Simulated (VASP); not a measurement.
# Ti₈Al₇: saddle point by the improved dimer method

Ti₈Al₇, defect, 15 atoms in the cell. PBE, improved dimer method; PAW potentials Ti_sv, Al (PBE set).

Path: a Al atom hops into a neighbouring Al vacancy; Length of the hop (Å): 2.837; Atoms free in the vibrations (from 0): 2, 3, 6, 7, 9.

## Input

INCAR.step1:
```
PREC = Accurate
ENCUT = 300
EDIFF = 1E-7
ISMEAR = 1
SIGMA = 0.1
LREAL = False
LASPH = True
NELM = 100
ALGO = Normal
LWAVE = False
LCHARG = False
ISYM = 0
KPAR = 8
IBRION = 2
NSW = 100
ISIF = 2
EDIFFG = -0.005
POTIM = 0.5
```

INCAR.step2, as INCAR.step1 but for:
```
- EDIFF = 1E-7
- EDIFFG = -0.005
+ EDIFF = 1E-6
+ EDIFFG = -0.02
```

INCAR.step3, as INCAR.step2 but for:
```
- IBRION = 2
- NSW = 100
- ISIF = 2
- POTIM = 0.5
+ IBRION = 44
+ NSW = 300
```

INCAR.step4, as INCAR.step3 but for:
```
- EDIFF = 1E-6
- IBRION = 44
- NSW = 300
- EDIFFG = -0.02
+ EDIFF = 1E-7
+ IBRION = 5
+ NFREE = 2
+ POTIM = 0.015
+ NSW = 1
```

KPOINTS:
```
k-points
0
Gamma
  3 3 2
```

POSCAR.step1:
```
Ti8Al7
1.0
    5.6746000000      0.0000000000      0.0000000000
    0.0000000000      5.6746000000      0.0000000000
    0.0000000000      0.0000000000      8.1182000000
Ti Al
8 7
Direct
    0.0000000000      0.0000000000      0.0000000000
    0.0000000000      0.0000000000      0.5000000000
    0.0000000000      0.5000000000      0.0000000000
    0.0000000000      0.5000000000      0.5000000000
    0.5000000000      0.0000000000      0.0000000000
    0.5000000000      0.0000000000      0.5000000000
    0.5000000000      0.5000000000      0.0000000000
    0.5000000000      0.5000000000      0.5000000000
    0.2500000000      0.2500000000      0.7500000000
    0.2500000000      0.7500000000      0.2500000000
    0.2500000000      0.7500000000      0.7500000000
    0.7500000000      0.2500000000      0.2500000000
    0.7500000000      0.2500000000      0.7500000000
    0.7500000000      0.7500000000      0.2500000000
    0.7500000000      0.7500000000      0.7500000000
```

POSCAR.step2:
```
Ti8Al7
1.0
    5.6746000000      0.0000000000      0.0000000000
    0.0000000000      5.6746000000      0.0000000000
    0.0000000000      0.0000000000      8.1182000000
Ti Al
8 7
Direct
    0.0000000000      0.0000000000      0.0000000000
    0.0000000000      0.0000000000      0.5000000000
    0.0000000000      0.5000000000      0.0000000000
    0.0000000000      0.5000000000      0.5000000000
    0.5000000000      0.0000000000      0.0000000000
    0.5000000000      0.0000000000      0.5000000000
    0.5000000000      0.5000000000      0.0000000000
    0.5000000000      0.5000000000      0.5000000000
    0.2500000000      0.2500000000      0.7500000000
    0.2500000000      1.2500000000      0.2500000000
    0.2500000000      0.7500000000      0.7500000000
    0.7500000000      0.2500000000      0.2500000000
    0.7500000000      0.2500000000      0.7500000000
    0.7500000000      0.7500000000      0.2500000000
    0.7500000000      0.7500000000      0.7500000000
```

POSCAR.step3:
```
Ti8Al7                                  
1.0
    5.6746000000      0.0000000000      0.0000000000
    0.0000000000      5.6746000000      0.0000000000
    0.0000000000      0.0000000000      8.1182000000
Ti Al
8 7
Direct
    1.0061455026      1.0070733996      0.9998144626
    0.9969496880      1.0144846579      0.5006844115
    0.9887484354      0.5161381236      0.9935949612
    1.0075753720      0.5177526141      0.5034052758
    0.5000557317      1.0137241199      0.9961840465
    0.4996715794      1.0177764385      0.5006289904
    0.5075079483      0.5162546151      0.9957871183
    0.5095853305      0.5188784420      0.5030298219
    0.2493521483      0.2686359726      0.7547908890
    0.2490666945      0.5157942017      0.2524050715
    0.2468727355      0.7659750439      0.7521997194
    0.7521814097      0.2667244486      0.2516499094
    0.7400270431      0.2702869078      0.7476431252
    0.7439832614      0.7683059584      0.2517235232
    0.7484267522      0.7632529352      0.7500729099

    0.0000164395      0.0748011055     -0.0000685630
    0.0000153694      0.0748066612      0.0000671218
    0.0000124074      0.0631945664     -0.0000774025
    0.0000019692      0.0631941030      0.0000829625
   -0.0000119127      0.0747924370     -0.0000749030
   -0.0000241945      0.0748058664      0.0000740985
   -0.0000113655      0.0632019629     -0.0000774516
   -0.0000067972      0.0631874842      0.0000708743
   -0.0000183091      0.0689912817      0.0000062762
   -0.0000088529     -0.9659615968     -0.0000102959
   -0.0000161136      0.0690014676      0.0000164910
    0.0000149973      0.0690005564     -0.0000013538
    0.0000236105      0.0689902252     -0.0000032933
   -0.0000086930      0.0689914703     -0.0000078353
    0.0000214454      0.0690024091      0.0000032741
```

POSCAR.step4:
```
Ti8Al7
1.0
    5.6746000000      0.0000000000      0.0000000000
    0.0000000000      5.6746000000      0.0000000000
    0.0000000000      0.0000000000      8.1182000000
Ti Al
8 7
Selective dynamics
Direct
    0.9988754991      0.0158364612      0.0041774206  F F F
    0.9981217488      0.0159163782      0.4965009800  F F F
    0.9952369800      0.5158813192      0.9778067738  T T T
    0.9953525592      0.5159654050      0.5226601705  T T T
    0.5016945648      0.0161933146      0.0037778458  F F F
    0.5009674502      0.0161862879      0.4964954259  F F F
    0.5039864793      0.5161676291      0.9781378829  T T T
    0.5040332842      0.5161791392      0.5222991691  T T T
    0.2498499432      0.2537082235      0.7502323856  F F F
    0.2490748399      0.5164518717      0.2503080193  T T T
    0.2498345657      0.7783770110      0.7502397366  F F F
    0.7500679262      0.2806895528      0.2502337580  F F F
    0.7497317518      0.2503083767      0.7502474076  F F F
    0.7496153616      0.7514164155      0.2502360099  F F F
    0.7497066786      0.7817804933      0.7502612504  F F F
```

POSCAR.step5:
```
Ti8Al7
1.0
    5.6746000000      0.0000000000      0.0000000000
    0.0000000000      5.6746000000      0.0000000000
    0.0000000000      0.0000000000      8.1182000000
Ti Al
8 7
Selective dynamics
Direct
    0.9985955412      0.9985964427      0.9984457777  F F F
    0.9985943865      0.9985943487      0.5015547201  F F F
    0.9985967555      0.5014027334      0.9984458205  T T T
    0.9985964241      0.5014041135      0.5015528787  T T T
    0.5014028379      0.9985966622      0.9984458894  F F F
    0.5014075477      0.9985928885      0.5015547157  F F F
    0.5014030033      0.5014039400      0.9984468386  T T T
    0.5014053829      0.5014056006      0.5015554112  T T T
    0.2500006859      0.2499992387      0.7499997544  F F F
    0.2500007538      0.7500014052      0.2499994153  T T T
    0.2500005419      0.7500013686      0.7500000213  F F F
    0.7499989642      0.2499992163      0.2499994304  F F F
    0.7499990557      0.2499993630      0.7500000038  F F F
    0.7499989350      0.7500014346      0.2499991444  F F F
    0.7499991843      0.7500012439      0.7500001784  F F F
```

Commands (each step's output is kept before the next begins):
```
cat potpaw_PBE.64/Ti_sv/POTCAR potpaw_PBE.64/Al/POTCAR > POTCAR
cp INCAR.step1 INCAR
cp POSCAR.step1 POSCAR
mpirun -np 8 vasp_std > vasp.out
cp INCAR.step2 INCAR
cp POSCAR.step2 POSCAR
mpirun -np 8 vasp_std > vasp.out
# the block under the positions in POSCAR is the starting axis: the straight line between the two relaxed ends
cp INCAR.step3 INCAR
cp POSCAR.step3 POSCAR
mpirun -np 8 vasp_std > vasp.out
# POSCAR: the saddle point
cp INCAR.step4 INCAR
cp POSCAR.step4 POSCAR
mpirun -np 8 vasp_std > vasp.out
# POSCAR: the relaxed minimum
cp POSCAR.step5 POSCAR
mpirun -np 8 vasp_std > vasp.out
```

## Result

- Barrier (eV): 1.045
- Barrier with zero-point energies (eV): 1.050
- Imaginary frequency (cm⁻¹): 141
- Imaginary modes at the saddle: 1
- Attempt frequency (THz): 2.3
- Force evaluations of the dimer: 36
- Largest force left (eV/Å): 0.0134
- Ionic steps, all stages: 110
- Electronic steps, all stages: 1190

Vibrations (cm⁻¹; a negative value is imaginary):

| Mode | Minimum | Saddle |
|---|---|---|
| 1 | 284 | 394 |
| 2 | 266 | 313 |
| 3 | 253 | 276 |
| 4 | 250 | 261 |
| 5 | 238 | 251 |
| 6 | 222 | 234 |
| 7 | 222 | 219 |
| 8 | 208 | 216 |
| 9 | 206 | 207 |
| 10 | 183 | 206 |
| 11 | 172 | 177 |
| 12 | 170 | 175 |
| 13 | 163 | 164 |
| 14 | 150 | 98 |
| 15 | 129 | -141 |

Harmonic rate, classical:

| Temperature (K) | Jumps per second |
|---|---|
| 300 | 6.5e-06 |
| 600 | 3.9e+03 |
| 900 | 3.3e+06 |

The cell is TiAl (16 atoms) with one Al atom missing.

Limits: the cell holds 15 atoms, so the vacancy or interstitial meets its own images and the barrier isn't that of a lone defect; the attempt frequency counts the hopping atom and the four atoms nearest to it, while all others are held.

VASP 6.6.1 took 884 s on 8 cores (Intel Xeon 6975P-C (Granite Rapids)), a shared host.
